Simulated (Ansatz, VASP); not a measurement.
## Two plane-wave programs on BP

```
B P
1.0
     0.00000    2.22196    2.22196
     2.22196    0.00000    2.22196
     2.22196    2.22196    0.00000
B P
1 1
Direct
  0.00000 0.00000 0.00000
  0.25000 0.25000 0.25000
```

Alike in both runs: task single point; functional r2SCAN; k mesh 10 × 10 × 10; occupations gaussian, width 0.02 eV; no spin polarisation.

|  | VASP | Ansatz |
| --- | --- | --- |
| version | VASP 6.6.1 | Ansatz 0.2.0 |
| potentials or method | VASP PAW PBE potentials, release 64 (B, P) | scalar-relativistic, plane waves, PAW |
| plane-wave cutoff (eV) | 520 | 500 |
| valence electrons in the cell | 8 | 8 |

Ansatz gave:

| Property | Result |
| --- | --- |
| gap on the k mesh at the Fermi level (eV) | 1.33 |
| least direct gap on the mesh (eV) | 3.70 |
| pressure (GPa) | 11.8 |

Estimate VASP's values.

gap on the k mesh at the Fermi level (eV): 1.36; least direct gap on the mesh (eV): 3.74; pressure (GPa): 11.2.

With one functional, cell and mesh, what is left measures potentials, basis and numerics.

Caveats: the PAW data sets were made with another functional, which shifts forces and pressure a little (VASP). A k mesh can miss the band edges. r2SCAN opens gaps a little over a GGA but as a rule still falls short of measured ones.
